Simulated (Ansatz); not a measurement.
NaCl built on the h-MgO prototype, relaxed with r2SCAN in Ansatz. The symmetry is P6_3/mmc (No. 194, hexagonal); a = 4.721 Å, c = 5.570 Å in the conventional setting, 26.88 Å³ an atom. Na has 5 Cl at 2.73–2.78 Å; Cl has 5 Na at 2.73–2.78 Å.

The axes x, y and z are those of this cell:
```yaml
crystal:
  lattice:
    - [4.72106, 0.00000, 0.00000]
    - [-2.36053, 4.08855, 0.00000]
    - [0.00000, 0.00000, 5.56977]
  atoms:
    - { symbol: Na, position: [0.33333, 0.66667, 0.25000] }
    - { symbol: Na, position: [0.66667, 0.33333, 0.75000] }
    - { symbol: Cl, position: [0.66667, 0.33333, 0.25000] }
    - { symbol: Cl, position: [0.33333, 0.66667, 0.75000] }
```

Unstrained: PBE gives a direct gap of 4.837 eV at Γ. The r2SCAN gap is direct at Γ: 5.461 eV. HSE06 gives a direct gap of 6.133 eV at Γ. Meshes: PBE 6×6×6, r2SCAN 6×6×6, HSE06 6×6×4. Strains are changes of length per length. After each strain the atoms were relaxed again with r2SCAN within the symmetry that the strain leaves, so tilts or polar shifts that break it weren't tested; points keep the names that they have in the unstrained zone. Simulation only: spin-unpolarised, and no claim that this is the phase found in nature.

(1) Apply isotropic -4.14 % on every length. How far does the gap move, against the unstrained cell?

Answers

(1) PBE: the gap goes from 4.837 to 5.131 eV (+0.294 eV). r2SCAN: the gap goes from 5.461 to 5.740 eV (+0.279 eV). The r2SCAN energy rises by 32.7 meV an atom.

The meshes of the hybrids are coarse, so their gaps aren't converged to the digits shown.
